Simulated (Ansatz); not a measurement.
The cell is a 2-atom cell of PbS started from a crystallographic database; cell and atoms were relaxed with r2SCAN+rVV10. Around Pb lie 6 S at 2.97 Å; around S lie 6 Pb at 2.97 Å.

Space group Fm-3m (No. 225). a = 5.941 Å, b = 5.941 Å, c = 5.941 Å, α = 90.00°, β = 90.00°, γ = 90.00°

| atom | site | symmetry | x | y | z |
| --- | --- | --- | --- | --- | --- |
| Pb | 4a | m-3m | 0.0000 | 0.0000 | 0.0000 |
| S | 4b | m-3m | 0.5000 | 0.0000 | 0.0000 |

4 runs of the PAW code Ansatz on this cell differ in the functional (and in the settings that go with it). Levels are in eV from each run's valence top; v1 is the last filled band, c1 the first empty one.

Run A, mean stress +0.8 GPa (compression positive):

| point | v2 | v1 | c1 | c2 |
| --- | --- | --- | --- | --- |
| Γ | -2.53 | -2.53 | 6.02 | 6.02 |
| X | -3.91 | -3.91 | 4.38 | 6.45 |
| U | -3.36 | -2.75 | 3.94 | 4.82 |
| L | -2.13 | 0.00 | 0.81 | 2.48 |
| W | -4.98 | -1.22 | 2.75 | 5.39 |

Run B, mean stress +1.9 GPa (compression positive):

| point | v2 | v1 | c1 | c2 |
| --- | --- | --- | --- | --- |
| Γ | -2.15 | -2.15 | 5.20 | 5.20 |
| X | -3.41 | -3.41 | 3.87 | 5.56 |
| U | -2.92 | -2.47 | 3.33 | 4.12 |
| L | -1.76 | 0.00 | 0.38 | 1.97 |
| W | -4.39 | -1.02 | 2.19 | 4.66 |

Run C, mean stress +1.0 GPa (compression positive):

| point | v2 | v1 | c1 | c2 |
| --- | --- | --- | --- | --- |
| Γ | -2.32 | -2.32 | 5.54 | 5.54 |
| X | -3.59 | -3.59 | 4.15 | 5.98 |
| U | -3.08 | -2.56 | 3.61 | 4.41 |
| L | -1.92 | 0.00 | 0.63 | 2.18 |
| W | -4.58 | -1.11 | 2.46 | 4.99 |

Run D, mean stress +0.9 GPa (compression positive):

| point | v2 | v1 | c1 | c2 |
| --- | --- | --- | --- | --- |
| Γ | -2.62 | -2.62 | 6.69 | 6.69 |
| X | -4.02 | -4.02 | 5.00 | 7.13 |
| U | -3.45 | -2.83 | 4.58 | 5.47 |
| L | -2.18 | 0.00 | 1.38 | 3.08 |
| W | -5.11 | -1.26 | 3.36 | 6.06 |

Q: Match the runs to PBE, r2SCAN, HSE06, PBE0.

A: A is HSE06, B is PBE, C is r2SCAN, D is PBE0. In order of the gap: PBE 0.38, r2SCAN 0.63, HSE06 0.81, PBE0 1.38 eV.

The values are computed, spin-unpolarised, and not measurements.

Spin-orbit coupling is left out; in compounds of Pb, Bi, Tl or Hg it can lower a gap by up to about 1 eV, split its edges or invert the bands.

The stress of a hybrid is loosely converged in these runs.

The meshes of the hybrids are coarse, so their gaps aren't converged to the digits shown.
